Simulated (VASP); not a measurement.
The system is BeTe.

```
Be Te
1.0
     0.00000    2.68323    2.68323
     2.68323    0.00000    2.68323
     2.68323    2.68323    0.00000
Be Te
1 1
Direct
  0.00000 0.00000 0.00000
  0.50000 0.50000 0.50000
```

The cell was built by a generator and needn't be a form met in nature.

Base run:

- Program: VASP 6.6.1
- Functional: PBEsol
- Potentials or basis: VASP PAW PBE potentials, release 64 (Be, Te)
- Cutoff: 520 eV
- k mesh: 6 × 6 × 6
- Occupations: fermi-dirac, width 0.02 eV
- Spin: no spin polarisation

Its results: band gap on the k mesh none (metal or under the smearing width); pressure -2.4 GPa.

The run is repeated on the same cell with these changes: functional from PBEsol to HSE06; k mesh from 6 × 6 × 6 to 4 × 4 × 4. What comes out?

Band gap on the k mesh none (metal or under the smearing width); pressure -0.2 GPa.

Several settings changed at once, so the effect can't be laid on one alone.

Caveats: some runs use coarse meshes; the PAW data sets were made with another functional, which shifts forces and pressure a little.
